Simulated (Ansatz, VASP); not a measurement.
# Al in VASP and in Ansatz

```
Al
1.0
     0.00000    2.03821    2.03821
     2.03821    0.00000    2.03821
     2.03821    2.03821    0.00000
Al
1
Direct
  0.00000 0.00000 0.00000
```

Alike in both runs: task single point; functional SVWN5; k mesh 11 × 11 × 11; occupations fermi-dirac, width 0.05 eV; no spin polarisation.

```csv
,VASP,Ansatz
version,VASP 6.6.1,Ansatz 0.2.0
potentials or method,"VASP PAW PBE potentials, release 64 (Al)",Ansatz PAW
plane-wave cutoff (eV),520,420
valence electrons in the cell,3,3
```

```csv
,VASP,Ansatz,Ansatz less VASP
gap on the k mesh at the Fermi level (eV),none,none,-
pressure (GPa),-4.7,-5.0,-0.36
```

A gap of «none» marks a metal or a gap that the smearing closes.

Caveats: the PAW data sets were made with another functional, which shifts forces and pressure a little (VASP); the PAW data sets come from PBE, with cores solved anew for the run's functional, which leaves a small shift of forces and pressure (Ansatz).
